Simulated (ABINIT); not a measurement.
The system is HfO2.

```
CELL_PARAMETERS angstrom
0.00000 2.55750 2.55750
2.55750 0.00000 2.55750
2.55750 2.55750 0.00000
ATOMIC_POSITIONS crystal
Hf 0.00000 0.00000 0.00000
O 0.75000 0.75000 0.75000
O 0.25000 0.25000 0.25000
```

Measurements of this composition are mostly on another form, of space group No. 14.

Base run:

| Property | Result |
| --- | --- |
| Program | ABINIT 10.8.3 (patched build) |
| Functional | SOGGA |
| Potentials or basis | JTH PAW PBE v2.0 |
| Cutoff | 626 eV |
| k mesh | 9 × 9 × 9 |
| Occupations | fermi-dirac, width 0.05 eV |
| Spin | no spin polarisation |

Its results: band gap on the k mesh 3.69 eV, indirect (least direct gap 3.81 eV); pressure -14.3 GPa.

The run is repeated on the same cell with these changes: functional from SOGGA to HCTH407. What comes out?

Band gap on the k mesh 3.97 eV, indirect (least direct gap 4.19 eV); pressure -7.1 GPa.

Caveats: the PAW data sets were made with another functional, which shifts forces and pressure a little; spin-orbit coupling is left out, which moves the levels of the heavy elements; the mesh misses the band edges, which the band path finds closer together (some runs).
